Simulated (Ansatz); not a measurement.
# AgI, carrier doping

Consider AgI in the zinc blende structure (space group F-43m, No. 216; a = 6.6279 Å).

Carriers are added at fixed cell with a uniform background; the Fermi–Dirac width is that of 300 K.

All numbers come from Kohn–Sham DFT with the PBE functional, run in Ansatz (an electronic-structure program) with PAW and 420 eV plane waves, spin-orbit coupling left out.

Notes on the quantities. Fermi level from band edge: Fermi level relative to the doped band's edge (positive inside the band; to 0.05 eV).

| change | Fermi level from band edge | gap between the host's bands |
|---|---|---|
| undoped | – | 1.34 eV |
| electrons 5.0×10^20 cm⁻³ | +0.80 eV | 1.32 eV |
| electrons 1.0×10^21 cm⁻³ | +1.05 eV | 1.31 eV |
| electrons 1.5×10^21 cm⁻³ | +1.25 eV | 1.29 eV |
| electrons 5.0×10^21 cm⁻³ | +1.75 eV | [?] |
| holes 5.0×10^20 cm⁻³ | +0.10 eV | 1.37 eV |
| holes 1.0×10^21 cm⁻³ | +0.15 eV | 1.40 eV |
| holes 1.5×10^21 cm⁻³ | [?] | [?] |
| holes 5.0×10^21 cm⁻³ | +0.40 eV | [?] |

Q: Fill in the withheld entries from the trend.

A: 
- electrons 5.0×10^21 cm⁻³, gap between the host's bands: 1.17 eV
- holes 1.5×10^21 cm⁻³, Fermi level from band edge: +0.20 eV
- holes 1.5×10^21 cm⁻³, gap between the host's bands: 1.42 eV
- holes 5.0×10^21 cm⁻³, gap between the host's bands: 1.60 eV

Carriers are added with a uniform compensating background; total energy and stress of such cells depend on the potential's zero and are not compared; many-body gap narrowing is missing at this level. With I present, leaving out spin-orbit coupling can change the band edges. No phonon test of stability was made.
